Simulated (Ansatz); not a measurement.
# MgS (F-43m) in Ansatz: a series of runs

The runs below take MgS through single point, equation of state, with LDA.

All numbers are computed with Ansatz 0.2.0; they aren't measurements. Logs are shortened: lines on timing, memory, paths and dates and some standing lists are left out, and cuts for length are marked.

## Step 1: The crystal as given

The structure is cubic, space group F-43m (No. 216). The conventional cell has a = 5.666 Å, b = 5.666 Å, c = 5.666 Å, α = 90.00°, β = 90.00°, γ = 90.00°. S (site symmetry -43m) has 4 Mg at 2.45 Å as nearest neighbours. Around Mg (site symmetry -43m) lie 4 S at 2.45 Å.

The cell comes from a database or a generator and needn't be the stable form of this composition.

## Step 2: Single point, LDA, 21.38 Å³/atom (volume scaled by 0.94)

Contents of input.yaml:

```yaml
crystal:
  lattice:
    - [0.0, 2.7752850422, 2.7752850422]
    - [2.7752850422, 0.0, 2.7752850422]
    - [2.7752850422, 2.7752850422, 0.0]
  atoms:
    - { symbol: S, position: [0.25, 0.25, 0.25] }
    - { symbol: Mg, position: [0.0, 0.0, 0.0] }
kpoints:
  mp_grid: { grid: [8, 8, 8] }
scf:
  occupations: { method: fermi_dirac, width: 0.05 }
hamiltonian:
  xc: lda
  pseudopotentials: { kind: all_electron, lapw: { basis_error: 0.001 } }
output:
  forces: true
  stress: true
  eigenvalues: true
```

Potentials or basis: all-electron LAPW, scalar-relativistic.

Started as:

```sh
> ansatz run input.yaml --threads 1 --pin off --max-ram 3072MiB --backend cpu --events-out ev --progress --plain --runs-dir out
```

The log of the run:

```text
Warning: RAYON_NUM_THREADS=1 ignored (pool sized by the plan → 1); use --threads N
LAPW: plane waves up to 7.571 Å⁻¹, error target 1.0e-3 eV per atom; small_component_spin mean_spin; Mg in spheres of 1.236 Å, 10 of its electrons in bands, Dirac shells []; S in spheres of 1.167 Å, 14 of its electrons in bands, Dirac shells [] (how accurate: hamiltonian.pseudopotentials.lapw.basis_error, Limitations)
Engine: ansatz 0.2.0, x86_64-unknown-linux-gnu
Pseudopotentials: kind: all_electron
Pseudopotential: S, LAPW, valence charge 14, lapw/all_electron/scalar/gaussian/S, Koelling and Harmon's equation, gaussian nucleus
Pseudopotential: Mg, LAPW, valence charge 10, lapw/all_electron/scalar/gaussian/Mg, Koelling and Harmon's equation, gaussian nucleus
Functional definition: SPW92
  exchange = slater_x
  correlation = pw_c
Crystal: 2 atoms, lattice volume = 42.752 Å³
Basis set: ecut = 218.37959118863023 eV, 331 PW (Γ), exchange–correlation at level 2
Bands: 16, of which v1, the nominal top of the filled ones, is band 12 counted from 1 (11 counted from 0)
Symmetry: 24 space group operations
Space group: F-43m (ITA 216), of the structure as read, at distance tolerance 3.5e-5 Å
k-points: 29 of 512 (time reversal used)
Non-local potential: S, projectors of the file, none
Non-local potential: Mg, projectors of the file, none
Initial density: superposition of atomic densities (chi_scale 0.1, normalization cell, long waves kept (reshape's long-wave potential 0.00 eV rms))
Initial wavefunctions: plane waves of lowest kinetic energy (no species holds an atomic orbital)
Functional: x = slater, c = lda
iter 1 solved again at ethr=6.05e-3 eV; its pass at ethr=1.00e-1 eV (dr2=1.45e0 eV) is discarded
SCF iter   1: F=—  HF=-16262.877698 eV  |F-HF|=—  |Δ(HF+E_count)|=         —  Δρ=4.27e-2  dr2=1.45e0  ethr=6.05e-3  ⟨swp⟩=2.0  Hψ=3216  notcnv=0
preconditioner: auto → none  [insulator: Δε(μ)=4.312 eV  Ē_g=11.901 eV  σ=0.050 eV  W_gap=1.00  n_scr=14 (ndim 8)  ℏωp=16.1 eV  f_vac=0.000  D(μ)=0.00/eV (n_scr^D=0)  ε∞_Penn≈2.8]
iter 2 solved again at ethr=1.10e-4 eV; its pass at ethr=6.05e-3 eV (dr2=2.64e-2 eV) is discarded
SCF iter   2: F=—  HF=-16262.353256 eV  |F-HF|=—  |Δ(HF+E_count)|=   5.24e-1  Δρ=1.03e-2  dr2=2.64e-2  ethr=1.10e-4  ⟨swp⟩=2.0  Hψ=2442  notcnv=0
SCF iter   3: F=—  HF=-16262.334434 eV  |F-HF|=—  |Δ(HF+E_count)|=         —  Δρ=5.34e-3  dr2=1.27e-2  ethr=1.10e-4  ⟨swp⟩=2.0  Hψ=1382  notcnv=0
the basis was enlarged: its passes take 29.5 KiB over the memory plan, 1 of 1 planned eigensolver slots
SCF iter   4: F=—  HF=-16262.332855 eV  |F-HF|=—  |Δ(HF+E_count)|=   1.58e-3  Δρ=2.23e-3  dr2=2.21e-3  ethr=5.28e-5  ⟨swp⟩=2.0  Hψ=1276  notcnv=0
SCF iter   5: F=—  HF=-16262.332340 eV  |F-HF|=—  |Δ(HF+E_count)|=   5.16e-4  Δρ=4.75e-4  dr2=9.81e-5  ethr=9.20e-6  ⟨swp⟩=2.0  Hψ=1276  notcnv=0
SCF iter   6: F=—  HF=-16262.332322 eV  |F-HF|=—  |Δ(HF+E_count)|=   1.77e-5  Δρ=5.46e-5  dr2=1.24e-6  ethr=4.09e-7  ⟨swp⟩=2.0  Hψ=1276  notcnv=0
SCF iter   7: F=-16262.332322 eV  HF=-16262.332322 eV  |F-HF|=4.55e-10  |Δ(HF+E_count)|=   8.49e-8  Δρ=4.38e-6  dr2=5.15e-9  ethr=5.15e-9  ⟨swp⟩=2.0  Hψ=1276  notcnv=0
SCF 1 converged in 7 iterations: F = -16262.332322 eV  dr2 = 5.15e-9
SCF converged after 7 iterations
Free energy (F): -16262.332322 eV
Harris-Foulkes:  -16262.332322 eV  (|F-HF|=4.55e-10)
Internal energy: -16262.332322 eV  (E = F + TS)
E sigma→0 (E₀):  -16262.332322 eV
Fermi energy:    5.494054 eV
--- Per-component energies (eV) ---
  E_band       = -1620.299043
  E_kinetic    = 16302.684581
  E_xc         = -1090.976318
  E_electrostatic = -31474.040585  (all electrons and nuclei)
  E_smearing   = -0.000000  (= −TS)
  E_closure    = 0.000000  (closes the sum)
  E_atoms      = -16253.029852  (free atoms, spherical and without spin; not in F)
  Σ components = -16262.332322   (vs F -16262.332322, Δ=0.00e0)
  Basis errors (estimates in eV, not in F): energy 4.5e-4 per atom: plane waves 4.1e-4 (2.5e-4 summed), levels above the bands 9.5e-67, relativity 1.9e-9, radial functions 4.0e-5, core shells 5.4e-14; eigenvalues (radial functions only) 2.0e-6; not estimated: angular momenta, meshes, grids; target (lapw.basis_error) 1.0e-3; muffin-tin radii Mg 1.236 Å, S 1.167 Å
--- Forces (eV/Å), atoms counted from 1 ---
  atom   1  S     -0.00000000     0.00000000     0.00000000
  atom   2  Mg     0.00000000    -0.00000000     0.00000000
  max |Σ_I F_I| component: 2.54e-17 eV/Å
--- Stress (GPa, compression-positive) ---
        1.533878       0.000000      -0.000000
        0.000000       1.533878       0.000000
       -0.000000       0.000000       1.533878
  P = ⅓ Tr σ = 1.5339 GPa (15.339 kbar)
--- Band table (eV; the first three rows and the last of 29) ---
  k-point 0: bands = ["-198.4096", "-144.0922", "-144.0922", "-144.0922", "-69.2122", "-36.6339", "-36.6339", "-36.6339", "-7.7662", "3.6923", "3.6923", "3.6923", "7.1777", "11.5828", "11.5828", "11.5828"]
  k-point 1: bands = ["-198.4096", "-144.0922", "-144.0922", "-144.0922", "-69.2122", "-36.6344", "-36.6339", "-36.6339", "-7.6655", "2.9479", "3.6346", "3.6346", "7.8722", "11.4085", "11.7698", "11.7698"]
  k-point 2: bands = ["-198.4096", "-144.0922", "-144.0922", "-144.0922", "-69.2121", "-36.6357", "-36.6341", "-36.6341", "-7.4028", "1.6760", "3.5052", "3.5052", "8.7020", "11.5177", "11.7880", "11.7880"]
  k-point 28: bands = ["-198.4096", "-144.0922", "-144.0922", "-144.0922", "-69.2120", "-36.6367", "-36.6359", "-36.6352", "-6.6972", "1.2190", "1.6567", "2.2186", "9.0700", "11.7620", "11.7860", "12.2309"]
```

It took 7.5 s on 1 thread of Intel Xeon Platinum 8259CL at 2.50GHz (Skylake/Cascade Lake), shared host; peak memory 0.26 GiB.

Results:

- Free energy: -16262.3323 eV
- Pressure: 1.5 GPa
- Band gap on the k mesh: 3.49 eV, direct

## Step 3: Single point, LDA, 21.83 Å³/atom (volume scaled by 0.96)

input.yaml: that of step 2 with these lines changed.

```diff
@@ -2,5 +2,5 @@
   lattice:
-    - [0.0, 2.7752850422, 2.7752850422]
-    - [2.7752850422, 0.0, 2.7752850422]
-    - [2.7752850422, 2.7752850422, 0.0]
+    - [0.0, 2.794829947, 2.794829947]
+    - [2.794829947, 0.0, 2.794829947]
+    - [2.794829947, 2.794829947, 0.0]
   atoms:
```

Potentials or basis: all-electron LAPW, scalar-relativistic.

Started as:

```sh
> ansatz run input.yaml --threads 1 --pin off --max-ram 3072MiB --backend cpu --events-out ev --progress --plain --runs-dir out
```

Run time: 7.1 s. Hardware: 1 thread of Intel Xeon Platinum 8259CL at 2.50GHz (Skylake/Cascade Lake), shared host; peak memory 0.26 GiB.

The run converged. Its results:

```yaml
Free_energy: -16262.3371 eV
Pressure: 0.2 GPa
Band_gap_on_the_k_mesh: 3.38 eV, direct
```

## Step 4: Single point, LDA, 22.29 Å³/atom (volume scaled by 0.98)

input.yaml: that of step 3 with these lines changed.

```diff
@@ -2,5 +2,5 @@
   lattice:
-    - [0.0, 2.794829947, 2.794829947]
-    - [2.794829947, 0.0, 2.794829947]
-    - [2.794829947, 2.794829947, 0.0]
+    - [0.0, 2.8141052454, 2.8141052454]
+    - [2.8141052454, 0.0, 2.8141052454]
+    - [2.8141052454, 2.8141052454, 0.0]
   atoms:
```

Started as:

```sh
> ansatz run input.yaml --threads 1 --pin off --max-ram 3072MiB --backend cpu --events-out ev --progress --plain --runs-dir out
```

Run time: 7.2 s. Hardware: 1 thread of Intel Xeon Platinum 8259CL at 2.50GHz (Skylake/Cascade Lake), shared host; peak memory 0.27 GiB.

Results (log left out):

- Free energy: -16262.3345 eV
- Pressure: -1.1 GPa
- Band gap on the k mesh: 3.27 eV, direct

## Step 5: Single point, LDA, 22.74 Å³/atom

input.yaml: that of step 4 with these lines changed.

```diff
@@ -2,5 +2,5 @@
   lattice:
-    - [0.0, 2.8141052454, 2.8141052454]
-    - [2.8141052454, 0.0, 2.8141052454]
-    - [2.8141052454, 2.8141052454, 0.0]
+    - [0.0, 2.8331200468, 2.8331200468]
+    - [2.8331200468, 0.0, 2.8331200468]
+    - [2.8331200468, 2.8331200468, 0.0]
   atoms:
```

Started as:

```sh
> ansatz run input.yaml --threads 1 --pin off --max-ram 3072MiB --backend cpu --events-out ev --progress --plain --runs-dir out
```

Run time: 6.3 s. Hardware: 1 thread of Intel Xeon Platinum 8259CL at 2.50GHz (Skylake/Cascade Lake), shared host; peak memory 0.27 GiB.

The run converged. Its results:

```
Free energy            : -16262.3252 eV
Pressure               : -2.2 GPa
Band gap on the k mesh : 3.17 eV, direct
```

## Step 6: Single point, LDA, 23.20 Å³/atom (volume scaled by 1.02)

input.yaml: that of step 5 with these lines changed.

```diff
@@ -2,5 +2,5 @@
   lattice:
-    - [0.0, 2.8331200468, 2.8331200468]
-    - [2.8331200468, 0.0, 2.8331200468]
-    - [2.8331200468, 2.8331200468, 0.0]
+    - [0.0, 2.851882978, 2.851882978]
+    - [2.851882978, 0.0, 2.851882978]
+    - [2.851882978, 2.851882978, 0.0]
   atoms:
```

Potentials or basis: all-electron LAPW, scalar-relativistic.

Started as:

```sh
> ansatz run input.yaml --threads 1 --pin off --max-ram 3072MiB --backend cpu --events-out ev --progress --plain --runs-dir out
```

Wall time 7.4 s (1 thread of Intel Xeon Platinum 8259CL at 2.50GHz (Skylake/Cascade Lake), shared host); peak memory 0.26 GiB.

Results (log left out):

```yaml
Free_energy: -16262.3100 eV
Pressure: -3.2 GPa
Band_gap_on_the_k_mesh: 3.08 eV, direct
```

## Step 7: Single point, LDA, 23.65 Å³/atom (volume scaled by 1.04)

input.yaml: that of step 6 with these lines changed.

```diff
@@ -2,5 +2,5 @@
   lattice:
-    - [0.0, 2.851882978, 2.851882978]
-    - [2.851882978, 0.0, 2.851882978]
-    - [2.851882978, 2.851882978, 0.0]
+    - [0.0, 2.8704022176, 2.8704022176]
+    - [2.8704022176, 0.0, 2.8704022176]
+    - [2.8704022176, 2.8704022176, 0.0]
   atoms:
```

Started as:

```sh
> ansatz run input.yaml --threads 1 --pin off --max-ram 3072MiB --backend cpu --events-out ev --progress --plain --runs-dir out
```

Wall time 7.6 s (1 thread of Intel Xeon Platinum 8259CL at 2.50GHz (Skylake/Cascade Lake), shared host); peak memory 0.27 GiB.

Results (log left out):

| Quantity | Value |
| --- | --- |
| Free energy | -16262.2895 eV |
| Pressure | -4.1 GPa |
| Band gap on the k mesh | 2.98 eV, direct |

## Step 8: Single point, LDA, 24.10 Å³/atom (volume scaled by 1.06)

input.yaml: that of step 7 with these lines changed.

```diff
@@ -2,5 +2,5 @@
   lattice:
-    - [0.0, 2.8704022176, 2.8704022176]
-    - [2.8704022176, 0.0, 2.8704022176]
-    - [2.8704022176, 2.8704022176, 0.0]
+    - [0.0, 2.8886855272, 2.8886855272]
+    - [2.8886855272, 0.0, 2.8886855272]
+    - [2.8886855272, 2.8886855272, 0.0]
   atoms:
```

Started as:

```sh
> ansatz run input.yaml --threads 1 --pin off --max-ram 3072MiB --backend cpu --events-out ev --progress --plain --runs-dir out
```

Wall time 8.9 s (1 thread of Intel Xeon Platinum 8259CL at 2.50GHz (Skylake/Cascade Lake), shared host); peak memory 0.27 GiB.

Results (log left out):

```yaml
Free_energy: -16262.2641 eV
Pressure: -4.9 GPa
Band_gap_on_the_k_mesh: 2.89 eV, direct
```

## Step 9: Equation of state, LDA

Potentials or basis: all-electron LAPW, scalar-relativistic.

No new run: the results of the series are fitted here.

What came out:

| Quantity | Value |
| --- | --- |
| Equilibrium volume | 21.89 Å³/atom |
| Bulk modulus | 62 GPa |
| Pressure derivative of the bulk modulus | 4.1 |

Energy against volume, from the lowest point:
| volume (Å³/atom) | energy (meV/atom) |
| --- | --- |
| 21.376 | 2.38 |
| 21.831 | 0.00 |
| 22.285 | 1.31 |
| 22.740 | 5.92 |
| 23.195 | 13.52 |
| 23.650 | 23.80 |
| 24.105 | 36.49 |
